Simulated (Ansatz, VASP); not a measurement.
## B in VASP and in Ansatz

```
B
1.0
     1.90498    0.00319   -0.01991
     0.00319    1.86406    0.00040
    -0.01991    0.00040    1.88712
B
1
Direct
  0.49998 0.51838 0.51378
```

Change from the starting cell: cell strained at random at fixed volume.

Alike in both runs: task single point; functional PBE; k mesh 14 × 14 × 14; occupations fermi-dirac, width 0.05 eV; no spin polarisation.

|  | VASP | Ansatz |
| --- | --- | --- |
| version | VASP 6.6.1 | Ansatz 0.2.0 |
| potentials or method | VASP PAW PBE potentials, release 64 (B) | Ansatz PAW |
| plane-wave cutoff (eV) | 520 | 420 |
| valence electrons in the cell | 3 | 3 |

Ansatz gave:

- gap on the k mesh at the Fermi level (eV): none
- pressure (GPa): 0.4
- largest component of the traceless stress (GPa): 3.88

Problem. Which values does VASP return?

Solution. gap on the k mesh at the Fermi level (eV): none; pressure (GPa): 0.5; largest component of the traceless stress (GPa): 3.88.

A gap of «none» marks a metal or a gap that the smearing closes.
